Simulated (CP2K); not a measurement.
The system is InP.

```
In P
1.0
     4.14435    0.00000    0.00000
     2.07218    3.58911    0.00000
     2.07218    1.19637    3.38385
In P
1 1
Direct
  0.00000 0.00000 0.00000
  0.75000 0.75000 0.75000
```

Base run:

- Program: CP2K 2026.2
- Functional: PBE
- Potentials or basis: GTH_POTENTIALS In GTH-BLYP-q13, P GTH-BLYP-q5; DZVP-MOLOPT-SR-GTH basis
- Density cutoff: 6123 eV
- k mesh: 8 × 8 × 8
- Occupations: fermi-dirac, width 0.05 eV
- Spin: no spin polarisation

Its results: band gap on the k mesh 0.61 eV, direct; pressure 3.5 GPa.

Question: The run is repeated on the same cell with these changes: potentials or basis from GTH_POTENTIALS In GTH-BLYP-q13, P GTH-BLYP-q5; DZVP-MOLOPT-SR-GTH basis to GTH_POTENTIALS In GTH-PBE-q13, P GTH-PBE-q5; DZVP-MOLOPT-SR-GTH basis; potentials from In GTH-BLYP-q13 of GTH_POTENTIALS, P GTH-BLYP-q5 of GTH_POTENTIALS to In GTH-PBE-q13 of GTH_POTENTIALS, P GTH-PBE-q5 of GTH_POTENTIALS. What comes out?

Answer: Band gap on the k mesh 0.68 eV, direct; pressure 3.9 GPa.

Caveats: spin-orbit coupling is left out, which moves the levels of the heavy elements; the basis of atomic orbitals isn't converged, which shifts pressures, moduli and gaps; the potentials were made for another functional, which shifts forces and pressure (some runs).
